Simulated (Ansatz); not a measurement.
A crystal relaxed with r2SCAN+rVV10 in Ansatz has space group Cmce (No. 64) and a = 5.286 Å, b = 4.760 Å, c = 6.427 Å.

```csv
atom,site,x,y,z
Xx,4a,0.0000,0.0000,0.0000
O,8f,0.5000,0.6963,0.8929
```

With r2SCAN the valence top lies at Y and the conduction bottom at Γ, 7.31 eV higher; the smallest vertical gap, at Γ, is 7.88 eV. PBE gives an indirect gap of 6.70 eV, from Y to Γ; the least direct gap is 7.26 eV at Γ. The LDA gap is indirect, 6.40 eV (Y to Γ), below the direct gap of 6.97 eV at Γ. Meshes: r2SCAN 8×8×4, PBE 8×8×4, LDA 8×8×4. r2SCAN's ε∞ is 1.8, 2.2 and 2.0 along x, y and z.

Question: Which element is Xx?
A. Sn
B. Si
C. Pb
D. C

Answer: D. Xx is C: a 6-atom cell of CO2 (Cmce) from a materials database. Around C lie 2 O at 1.16 Å; around O lie 1 C at 1.16 Å.

The values are computed, spin-unpolarised, and not measurements.
